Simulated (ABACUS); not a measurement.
# WS2 (R3m) in ABACUS: a series of runs

One crystal, WS2, is run at these levels: PBE; tasks: single point.

Everything below comes from runs of ABACUS 3.10.1. Logs are shortened: lines on timing, memory, paths and dates and some standing lists are left out, and cuts for length are marked.

## 1. Starting point

The structure is trigonal, space group R3m (No. 160). Conventional cell: a = 3.158 Å, b = 3.158 Å, c = 18.490 Å, α = 90.00°, β = 90.00°, γ = 120.00°. Around W (site symmetry 3m) lie 6 S at 2.39 to 2.42 Å. S (site symmetry 3m) is surrounded by 3 W at 2.42 Å. Around S (site symmetry 3m) lie 3 W at 2.39 Å.

Measurements of this composition are mostly on another form, of space group No. 194.

## 2. Single point, PBE

Input file INPUT:

```
INPUT_PARAMETERS
suffix              WS2
calculation         scf
basis_type          lcao
pseudo_dir          ./
orbital_dir         ./
symmetry            1
dft_functional      pbe
ecutwfc             100
pseudo_rcut         10
nspin               1
nbands              17
ks_solver           genelpa
smearing_method     fd
smearing_sigma      0.00367493
scf_thr             1e-07
scf_nmax            100
mixing_type         broyden
mixing_beta         0.7
cal_force           1
cal_stress          1
out_mul             1
out_chg             1
out_pot             2
out_elf             1
```

Input file STRU:

```
ATOMIC_SPECIES
W 183.8400 W.upf
S 32.0600 S.upf

NUMERICAL_ORBITAL
W_confined-atom_7au_3s2p2d1f.orb
S_confined-atom_7au_2s2p1d.orb

LATTICE_CONSTANT
1.8897261246

LATTICE_VECTORS
1.5790000000 0.9116360751 6.1633333333
-1.5790000000 0.9116360751 6.1633333333
0.0000000000 -1.8232721501 6.1633333333

ATOMIC_POSITIONS
Direct

W
0.0
1
0.0000000000 0.0000000000 0.0000000000 1 1 1

S
0.0
2
0.5810000000 0.5810000000 0.5810000000 1 1 1
0.7503000000 0.7503000000 0.7503000000 1 1 1
```

Input file KPT:

```
K_POINTS
0
Gamma
10 10 10 0 0 0
```

Potentials or basis: PseudoDojo NC SR 0.4.1 PBE standard, DZP LCAO (the cutoffs set its grid).

Run with:

```bash
$ OMP_NUM_THREADS=1 mpirun -np 4 abacus > log
```

running log:

```text
ABACUS v3.10.1

               Atomic-orbital Based Ab-initio Computation at UStc

 ------------------------------------------------------------------------------------

 READING GENERAL INFORMATION
                           global_out_dir = OUT.WS2/
                           global_in_card = INPUT
                               pseudo_dir = ./
[... 8 lines left out ...]

 READING ATOM TYPE 1
                               atom label = W
                      L=0, number of zeta = 3
                      L=1, number of zeta = 2
                      L=2, number of zeta = 2
                      L=3, number of zeta = 1
             number of atom for this type = 1

 READING ATOM TYPE 2
                               atom label = S
                      L=0, number of zeta = 2
                      L=1, number of zeta = 2
                      L=2, number of zeta = 1
             number of atom for this type = 2

                        TOTAL ATOM NUMBER = 3
DIRECT COORDINATES
    atom                   x                   y                   z     mag                  vx                  vy                  vz
taud_W1            0.0000000000        0.0000000000        0.0000000000  0.0000        0.0000000000        0.0000000000        0.0000000000
taud_S1            0.5810000000        0.5810000000        0.5810000000  0.0000        0.0000000000        0.0000000000        0.0000000000
taud_S2            0.7503000000        0.7503000000        0.7503000000  0.0000        0.0000000000        0.0000000000        0.0000000000

                          Volume (Bohr^3) = 359.225
                             Volume (A^3) = 53.2317

 Lattice vectors: (Cartesian coordinate: in unit of a_0)
               +1.579           +0.911636            +6.16333
               -1.579           +0.911636            +6.16333
                   +0            -1.82327            +6.16333
 Reciprocal vectors: (Cartesian coordinate: in unit of 2 pi/a_0)
            +0.316656           +0.182821          +0.0540833
            -0.316656           +0.182821          +0.0540833
                   +0           -0.365643          +0.0540833
 The esolver type has been set to : ksdft_lcao

                PAO radial cut off (Bohr) = 10

 Read in pseudopotential file is W.upf
                     pseudopotential type = NC
          exchange-correlation functional = PBE
                 nonlocal core correction = 1
                        valence electrons = 14
                                     lmax = 3
                           number of zeta = 4
                     number of projectors = 8
                           L of projector = 0
                           L of projector = 0
                           L of projector = 1
                           L of projector = 1
                           L of projector = 2
                           L of projector = 2
                           L of projector = 3
                           L of projector = 3
                PAO radial cut off (Bohr) = 10

 Read in pseudopotential file is S.upf
                     pseudopotential type = NC
          exchange-correlation functional = PBE
                 nonlocal core correction = 1
                        valence electrons = 6
                                     lmax = 2
                           number of zeta = 2
                     number of projectors = 6
                           L of projector = 0
                           L of projector = 0
                           L of projector = 1
                           L of projector = 1
                           L of projector = 2
                           L of projector = 2
     initial pseudo atomic orbital number = 18

 SETUP THE ELECTRONS NUMBER
             electron number of element W = 14
       total electron number of element W = 14
             electron number of element S = 6
       total electron number of element S = 12
            AUTOSET number of electrons:  = 26
                           occupied bands = 13
                                   NLOCAL = 52
                                   NBANDS = 17
                                   NBANDS = 17
                                   NLOCAL = 52

%%%%%%%%%%%%%%%%%%%%%%%%%%%%%%%%%%%%%%%%%%%%%%%%%%%%%%%%%%%%%%%%%%%%%%%%%%%%%%%%%%%%%%%%%%%%%%%%%%%%%%%%%%
 Warning: the number of valence electrons in pseudopotential > 6 for W: [Xe] 4f14 5d4 6s2
 Pseudopotentials with additional electrons can yield (more) accurate outcomes, but may be less efficient.
[... 84 lines left out ...]
                       right hand lattice = 1
(for reciprocal lattice: )
                             BRAVAIS TYPE = 7
                     BRAVAIS LATTICE NAME = 07. Rhombohedral (Trigonal) cell
                                    ibrav = 7
                       right hand lattice = 1
(for k-lattice: )
                             BRAVAIS TYPE = 7
                     BRAVAIS LATTICE NAME = 07. Rhombohedral (Trigonal) cell
                                    ibrav = 7
                       right hand lattice = 1
                        ROTATION MATRICES = 12
                               nkstot_ibz = 116
K-POINTS REDUCTION ACCORDING TO SYMMETRY
     IBZ    DIRECT_X    DIRECT_Y    DIRECT_Z  WEIGHT  ibz2bz
       1  0.00000000  0.00000000  0.00000000  0.0010       0
       2  0.10000000  0.00000000  0.00000000  0.0060       1
       3  0.20000000  0.00000000  0.00000000  0.0060       2
       4  0.30000000  0.00000000  0.00000000  0.0060       3
       5  0.40000000  0.00000000  0.00000000  0.0060       4
       6  0.50000000  0.00000000  0.00000000  0.0030       5
[... 22 lines left out ...]
      29  0.50000000  0.40000000  0.00000000  0.0120      45
      30 -0.40000000  0.40000000  0.00000000  0.0060      46
[... 86 further k points ...]

                               nkstot now = 116
[... K-POINTS DIRECT COORDINATES: 116 rows ...]

           k-point number in this process = 116
       minimum distributed K point number = 116
[... stars of the k points ...]

[... K-POINTS CARTESIAN COORDINATES: 116 rows ...]

[... K-POINTS DIRECT COORDINATES: 116 rows ...]

 SETUP PLANE WAVES FOR WAVE FUNCTIONS
     energy cutoff for wavefunc (unit:Ry) = 100
              fft grid for wave functions = [ 80, 80, 80 ]
                    number of plane waves = 8177
                         number of sticks = 687

 PARALLEL PW FOR WAVE FUNCTIONS
     PROC   COLUMNS(POT)             PW
        1            172           2045
        2            171           2044
        3            172           2044
        4            172           2044
 --------------- sum -------------------
        4            687           8177

 SET NONLOCAL PSEUDOPOTENTIAL PROJECTORS
 SET NONLOCAL PSEUDOPOTENTIAL PROJECTORS
 max number of nonlocal projetors among all species is 8

 -------------------------------------------
 SELF-CONSISTENT
 -------------------------------------------

 SETUP SEARCHING RADIUS FOR PROGRAM TO SEARCH ADJACENT ATOMS
                  longest orb rcut (Bohr) = 7
   longest nonlocal projector rcut (Bohr) = 2.06
                     search radius (Bohr) = 18.1
              searching radius is (Bohr)) = 18.1
         searching radius unit is (Bohr)) = 1.89
                         PeriodicBoundary = 1
                        Radius(unit:lat0) = 9.59
                                   glayer = [ 5, 5, 5 ]
                             glayer_minus = [ 4, 4, 4 ]

Find the coordinate range of the input atom(unit:lat0).
                                  min_tau = [ -12.6, -14.6, -74 ]
                                  max_tau = [ 12.6, 14.6, 87.8 ]
                                BoxNumber = [ 9, 9, 9 ]

 SETUP EXTENDED REAL SPACE GRID FOR GRID INTEGRATION
                          real space grid = [ 80, 80, 80 ]
                 big cell numbers in grid = [ 20, 20, 20 ]
             meshcell numbers in big cell = [ 4, 4, 4 ]
                        extended fft grid = [ 28, 28, 28 ]
                dimension of extened grid = [ 77, 77, 77 ]
                            UnitCellTotal = 125
              Atom number in sub-FFT-grid = 3
    Local orbitals number in sub-FFT-grid = 52
                                ParaV.nnr = 22298
                                 init_chg = atomic

 LCAO ALGORITHM --------------- ION=   1  ELEC=   1--------------------------------

 Density error is 0.0610198056853
----------------------------------------------------------
     Energy           Rydberg                 eV
----------------------------------------------------------
 E_KohnSham     -195.9845193457      -2666.5061828933
 E_Harris       -196.2809313934      -2670.5390756976
 E_Fermi        0.9031517982         12.2880106140
----------------------------------------------------------
[... 102 lines left out ...]
 Density error is 2.84243810966e-08
----------------------------------------------------------
     Energy           Rydberg                 eV
----------------------------------------------------------
 E_KohnSham     -196.0034782003      -2666.7641313428
 E_KS(sigma->0) -196.0034781894      -2666.7641311950
 E_Harris       -196.0034763290      -2666.7641058821
 E_band         -13.7414416588       -186.9619052940
 E_one_elec     -81.6172285131       -1110.4593627462
 E_Hartree      51.4994404926        700.6858345107
 E_xc           -45.9594620059       -625.3105602948
 E_Ewald        -119.9262281521      -1631.6800425169
 E_entropy(-TS) -0.0000000217        -0.0000002956
 E_descf        0.0000000000         0.0000000000
 E_exx          0.0000000000         0.0000000000
 E_Fermi        0.9025371037         12.2796472668
----------------------------------------------------------

 charge density convergence is achieved
 final etot is -2666.7641313 eV
 EFERMI = 12.279647267 eV
The vacuum level is 10.305728103 eV

 STATE ENERGY(eV) AND OCCUPATIONS    NSPIN == 1
 1/116 kpoint (Cartesian) = 0.0000 0.0000 0.0000 (1533 pws)
       1       -62.9012     0.00200000
       2       -27.1576     0.00200000
       3       -26.9873     0.00200000
       4       -26.9873     0.00200000
       5       -3.93527     0.00200000
       6       -1.93138     0.00200000
[... 9 lines left out ...]
      16        14.3300    3.10453e-21
[... 82 lines left out ...]
       4       -27.0733     0.00600000
       5       -1.68318     0.00600000
       6       -1.32153     0.00600000
[... 9 lines left out ...]
      16        15.4052    4.26596e-30
      17        15.6521    3.05522e-32

[... levels at 110 further k points ...]

 correction force for each atom along direction 1 is -0.0477199
 correction force for each atom along direction 2 is -0.000558286
 correction force for each atom along direction 3 is -1.80022e-06
------------------------------------------------------------------------------------------
 TOTAL-FORCE (eV/Angstrom)
------------------------------------------------------------------------------------------
                        W1         0.0000000000         0.0000000000        -0.6395828713
                        S1         0.0000000000         0.0000000000        -0.1625582413
                        S2         0.0000000000         0.0000000000         0.8021411126
------------------------------------------------------------------------------------------

----------------------------------------------------------------
 TOTAL-STRESS (KBAR)
----------------------------------------------------------------
        63.4174889927         0.0000000000         0.0000000000
        -0.0000000000        63.4174889905        -0.0000000003
         0.0000000000        -0.0000000003        74.4729343160
----------------------------------------------------------------
 TOTAL-PRESSURE: 67.102637 KBAR

 --------------------------------------------
 !FINAL_ETOT_IS -2666.7641313427857312 eV
 --------------------------------------------
```

It took 24 s on 4 MPI ranks of AMD EPYC 7B13 (Zen 3), shared host; peak memory 0.6 GiB.

Results:

```yaml
Free_energy: -2666.7641 eV
Pressure: 6.7 GPa
Largest_force: 0.802 eV/Å
Band_gap_on_the_k_mesh: 1.06 eV, indirect (least direct gap 2.23 eV)
Mulliken_charges: W +0.68; S -0.34 e
```

Forces in eV/Å, atoms in the order of the input:
```
W    0.000  0.000 -0.640
S    0.000  0.000 -0.163
S    0.000  0.000  0.802
```

Stress tensor (GPa, compression positive):
```
6.34 0.00 0.00
0.00 6.34 0.00
0.00 0.00 7.45
```

Caveat: the atomic orbitals were generated for these runs and aren't a published set; Mulliken charges move with the basis; spin-orbit coupling is left out, which moves the levels of the heavy elements; the basis of atomic orbitals isn't converged, which shifts pressures, moduli and gaps.

(Continued in part 2 of 2.)
